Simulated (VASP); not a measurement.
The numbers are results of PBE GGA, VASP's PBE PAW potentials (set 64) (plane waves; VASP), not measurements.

VASP ran on this input.

INCAR:
```
# general
SYSTEM  =  Li2O
PREC    =  Accurate
ENCUT   =  400
LREAL   =  .FALSE.
LASPH   =  .TRUE.

# electronic loop
EDIFF   =  1E-6
NELM    =  100
ALGO    =  Normal

# smearing
ISMEAR  =  -1
SIGMA   =  0.01

# functional
GGA     =  PE

# ions
ISIF    =  2

# output
LWAVE   =  .FALSE.
LCHARG  =  .FALSE.
```

KPOINTS:
```
Regular mesh
0
gamma
 12 12 12
0 0 0
```

POSCAR:
```
Li2O
1
    0.0000000000     2.3088450000     2.3088450000
    2.3088450000     0.0000000000     2.3088450000
    2.3088450000     2.3088450000     0.0000000000
Li O
2 1
Direct
  0.2500000000   0.2500000000   0.2500000000
  0.7500000000   0.7500000000   0.7500000000
  0.0000000000   0.0000000000   0.0000000000
```

POTCAR, in this order: Li_sv O (PBE.64 set). Program: vasp_std.

The resulting files:

OUTCAR:
```
 ion  position               nearest neighbor table
   1  0.250  0.250  0.250-   3 2.00   3 2.00   3 2.00   3 2.00   2 2.31   2 2.31   2 2.31   2 2.31
                             2 2.31   2 2.31
   2  0.750  0.750  0.750-   3 2.00   3 2.00   3 2.00   3 2.00   1 2.31   1 2.31   1 2.31   1 2.31
                             1 2.31   1 2.31
   3  0.000  0.000  0.000-   2 2.00   2 2.00   2 2.00   1 2.00   2 2.00   1 2.00   1 2.00   1 2.00
  LATTYP: Found a face centered cubic cell.
 ALAT       =     4.6176900000
 Subroutine PRICEL returns:
 Original cell was already a primitive cell.
 Subroutine GETGRP returns: Found 48 space group operations
The static configuration has the point symmetry O_h .
The dynamic configuration has the point symmetry O_h .
 Subroutine INISYM returns: Found 48 space group operations
 Subroutine IBZKPT returns following result:
 Found     72 irreducible k-points:

 Following reciprocal coordinates:
            Coordinates               Weight
  0.000000  0.000000  0.000000      1.000000
  0.083333  0.000000  0.000000      8.000000
  0.166667  0.000000  0.000000      8.000000
  0.250000  0.000000  0.000000      8.000000
  0.333333  0.000000  0.000000      8.000000
  0.416667  0.000000  0.000000      8.000000
  0.500000  0.000000  0.000000      4.000000
  0.083333  0.083333  0.000000      6.000000
  0.166667  0.083333  0.000000     24.000000
  0.250000  0.083333  0.000000     24.000000
  0.333333  0.083333  0.000000     24.000000
  0.416667  0.083333  0.000000     24.000000
  0.500000  0.083333  0.000000     24.000000
 -0.416667  0.083333  0.000000     24.000000
 -0.333333  0.083333  0.000000     24.000000
 -0.250000  0.083333  0.000000     24.000000
 -0.166667  0.083333  0.000000     24.000000
 -0.083333  0.083333  0.000000     12.000000
  0.166667  0.166667  0.000000      6.000000
  0.250000  0.166667  0.000000     24.000000
  0.333333  0.166667  0.000000     24.000000
  0.416667  0.166667  0.000000     24.000000
  0.500000  0.166667  0.000000     24.000000
 -0.416667  0.166667  0.000000     24.000000
 -0.333333  0.166667  0.000000     24.000000
 -0.250000  0.166667  0.000000     24.000000
 -0.166667  0.166667  0.000000     12.000000
  0.250000  0.250000  0.000000      6.000000
  0.333333  0.250000  0.000000     24.000000
  0.416667  0.250000  0.000000     24.000000
  0.500000  0.250000  0.000000     24.000000
 -0.416667  0.250000  0.000000     24.000000
 -0.333333  0.250000  0.000000     24.000000
 -0.250000  0.250000  0.000000     12.000000
  0.333333  0.333333  0.000000      6.000000
  0.416667  0.333333  0.000000     24.000000
  0.500000  0.333333  0.000000     24.000000
 -0.416667  0.333333  0.000000     24.000000
 -0.333333  0.333333  0.000000     12.000000
  0.416667  0.416667  0.000000      6.000000
   k-points           NKPTS =     72   k-points in BZ     NKDIM =     72   number of bands    NBANDS=     10
   number of dos      NEDOS =    301   number of ions     NIONS =      3
   total plane-waves  NPLWV =  13824
   dimension x,y,z NGX =    24 NGY =   24 NGZ =   24
   dimension x,y,z NGXF=    48 NGYF=   48 NGZF=   48
   ions per type =               2   1
   PREC   = accura    normal or accurate (medium, high low for compatibility)
   ISTART =      0    job   : 0-new  1-cont  2-samecut
   ICHARG =      2    charge: 1-file 2-atom 10-const
   ISPIN  =      1    spin polarized calculation?
   LNONCOLLINEAR =      F non collinear calculations
   LSORBIT =      F    spin-orbit coupling
   INIWAV =      1    electr: 0-lowe 1-rand  2-diag
   ENCUT  =  400.0 eV  29.40 Ry    5.42 a.u.   5.32  5.32  5.32*2*pi/ulx,y,z
   NELM   =    100;   NELMIN=  2; NELMDL= -5     # of ELM steps
   EDIFF  = 0.1E-05   stopping-criterion for ELM
...
```

File OSZICAR:
```
       N       E                     dE             d eps       ncg     rms          rms(c)
DAV:   1     0.366067915477E+02    0.36607E+02   -0.53145E+03  1440   0.109E+03
DAV:   2    -0.113448821466E+02   -0.47952E+02   -0.45608E+02  1674   0.215E+02
DAV:   3    -0.161436837833E+02   -0.47988E+01   -0.47836E+01  2606   0.566E+01
DAV:   4    -0.161998265401E+02   -0.56143E-01   -0.56114E-01  1886   0.629E+00
DAV:   5    -0.162001201073E+02   -0.29357E-03   -0.29356E-03  2132   0.422E-01    0.746E+00
DAV:   6    -0.144381329779E+02    0.17620E+01   -0.94169E+00  1446   0.192E+01    0.284E+00
DAV:   7    -0.144094832286E+02    0.28650E-01   -0.21024E-01  1620   0.388E+00    0.150E+00
DAV:   8    -0.144057945196E+02    0.36887E-02   -0.56777E-02  1658   0.297E+00    0.338E-01
DAV:   9    -0.144049624740E+02    0.83205E-03   -0.74442E-03  1946   0.767E-01    0.108E-01
DAV:  10    -0.144054780933E+02   -0.51562E-03   -0.94606E-04  1562   0.255E-01    0.710E-02
DAV:  11    -0.144054394510E+02    0.38642E-04   -0.80985E-05  1730   0.108E-01    0.119E-02
DAV:  12    -0.144054396328E+02   -0.18186E-06   -0.57596E-06  1784   0.240E-02
   1 F= -.14405440E+02 E0= -.14405440E+02  d E =-.356037E-17
```

### OUTCAR
```
------------------------ aborting loop because EDIFF is reached ----------------------------------------
  FORCE on cell =-STRESS in cart. coord.  units (eV):
  Direction    XX          YY          ZZ          XY          YZ          ZX
  --------------------------------------------------------------------------------------
  Total       -1.2281314     -1.2281314     -1.2281314      0.0000000      0.0000000     -0.0000000
  in kB      -79.9357552    -79.9357552    -79.9357552      0.0000000      0.0000000     -0.0000000
  external PRESSURE =     -79.9357552 kB  Pullay stress =       0.0000000 kB
  volume of cell :       24.62
      direct lattice vectors                 reciprocal lattice vectors
     0.000000000  2.308845000  2.308845000    -0.216558496  0.216558496  0.216558496
     2.308845000  0.000000000  2.308845000     0.216558496 -0.216558496  0.216558496
     2.308845000  2.308845000  0.000000000     0.216558496  0.216558496 -0.216558496
 POSITION                                       TOTAL-FORCE (eV/Angst)
 -----------------------------------------------------------------------------------
      1.15442      1.15442      1.15442         0.000000     -0.000000      0.000000
      3.46327      3.46327      3.46327         0.000000      0.000000     -0.000000
      0.00000      0.00000      0.00000        -0.000000      0.000000     -0.000000
 -----------------------------------------------------------------------------------
    total drift:                               -0.000000      0.000000      0.000000
  FREE ENERGIE OF THE ION-ELECTRON SYSTEM (eV)
  ---------------------------------------------------
  free  energy   TOTEN  =       -14.4054396328 eV

  energy  without entropy=      -14.4054396328  energy(sigma->0) =      -14.40543963
```
(Selected blocks of OUTCAR.)

At this cut-off the stress carries a Pulay error, which pulls relaxed volumes low.

The structure is a typed Li2O crystal (Fm-3m). The cell was not relaxed at this level.
